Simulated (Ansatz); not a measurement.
## As: one input, then a changed one

The structure comes from a relaxation in the same program, started in the sc type, and has space group Pm-3m. Whether it is a known phase or the ground state wasn't checked.

First run: DFT, PBE, PAW with Ansatz's default frozen-core files, scalar-relativistic (Ansatz 0.2.0).

Command: `ansatz run input.yaml --threads 1 --pin off --max-ram 2048MiB --backend cpu --events-out ev --progress --plain --runs-dir out` The run took 6.4 s on 1 thread of Arm Neoverse V1 (shared host), peak memory 0.33 GiB.

```yaml
crystal:
  lattice:
    - [2.729301562, 0.0, 0.0]
    - [0.0, 2.729301562, 0.0]
    - [0.0, 0.0, 2.729301562]
  atoms:
    - { symbol: As, position: [0.0, 0.0, 0.0] }
kpoints:
  mp_grid: { grid: [13, 13, 13] }
  band_path:
    path:
      - [0.0, 0.0, 0.0]
      - [0.0, 0.5, 0.0]
      - [0.5, 0.5, 0.0]
      - [0.0, 0.0, 0.0]
      - [0.5, 0.5, 0.5]
      - [0.0, 0.5, 0.0]
      - [0.5, 0.5, 0.5]
      - [0.5, 0.5, 0.0]
    npoints: 14
scf:
  occupations: { method: fermi_dirac, width: 0.03 }
hamiltonian:
  xc: pbe
  pseudopotentials: { kind: paw }
output:
  forces: true
  stress: true
  eigenvalues: true
  efg: { contact_densities: true }
  populations: true
  bader: true
  dos: { projected: true, de: 0.2, e_range: [-14, 8] }
  write_density: true
  write_potential: true
  elf: true
  volumetric_format: npy
```

Result: converged; pressure 0.02 GPa; 6 SCF iterations.

A second input differs as follows:

```diff
@@ -21,4 +21,5 @@
 scf:
   occupations: { method: fermi_dirac, width: 0.03 }
+  max_iter: 60
 hamiltonian:
   xc: pbe
@@ -30,9 +31,4 @@
   efg: { contact_densities: true }
   populations: true
-  bader: true
-  dos: { projected: true, de: 0.2, e_range: [-14, 8] }
-  write_density: true
-  write_potential: true
-  elf: true
-  volumetric_format: npy
+total_charge: 10
```

Q: What is wrong with it, and what does the program do?

A: The fault is a charge that the system can't hold (a charged periodic cell is solved on a neutralising background, which makes energy and pressure unphysical). The run converged; pressure -770.7 GPa; 12 SCF iterations. Such numbers aren't properties of the crystal. The log ends:
```
--- PAW observables at the nuclei: V_zz in 10²¹ V/m², potentials from the cell's mean, atoms counted from 1 ---
  atom   1  As V_zz =    +0.000000   η = 0.0000   by run symmetry: forbidden
            electrostatic potential = -4350.145022 V   contact ρ = none
--- Band table (eV; the first three rows and the last of 84) ---
  k-point 0: bands = ["-137.6264", "-137.6264", "-137.5836", "-137.5836", "-137.5836", "-37.2036", "-15.3916"]
  k-point 1: bands = ["-137.6592", "-137.6548", "-137.6226", "-137.6226", "-137.5941", "-37.1934", "-15.4653"]
  k-point 2: bands = ["-137.6720", "-137.6584", "-137.6270", "-137.6197", "-137.6197", "-37.1602", "-15.6588"]
  k-point 83: bands = ["-137.6426", "-137.6426", "-137.6411", "-137.5933", "-137.5933", "-36.5648", "-16.3402"]
--- Löwdin populations: 1 site ---
  site symbol       q [e]
     0     As      4.7284
  spilling = 0.054318 (of n_electrons = 5.000000)
```
